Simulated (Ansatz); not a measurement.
A run of Ansatz 0.2.0:

The input input.yaml:

```yaml
crystal:
  lattice:
    - [0.0, 2.0859016414, 2.0859016414]
    - [2.0859016414, 0.0, 2.0859016414]
    - [2.0859016414, 2.0859016414, 0.0]
  atoms:
    - { symbol: Ni, position: [0.0, 0.0, 0.0], spin: 1.0 }
    - { symbol: O, position: [0.5, 0.5, 0.5] }
hamiltonian:
  xc: { exchange: pbe, correlation: pbe, exx: { coeff: 0.25, omega: 0.3 } }
  pseudopotentials: { kind: paw }
magnetization:
  spin_polarized: true
kpoints:
  mp_grid: { grid: [6, 6, 6] }
scf:
  occupations: { method: fermi_dirac, width: 0.05 }
output:
  forces: true
  stress: true
relax:
  f_tol: 0.01
  max_steps: 40
  cell: { stress_tol: 0.05 }
```

Potentials or basis: Ansatz PAW.

The run is started by

```sh
$ ansatz run input.yaml --threads 2 --pin off --max-ram 5632MiB --backend cpu --events-out ev --progress --plain --runs-dir out
```

Hardware: 2 threads of Arm Neoverse V1 (shared host).

Estimate the wall time of this run.

Run time: 110 s on 2 threads of Arm Neoverse V1, with other jobs on the host, peak memory 0.72 GiB. Counts: scf iterations 147, plane waves 339, k points 16, bands 17, ion steps 6.
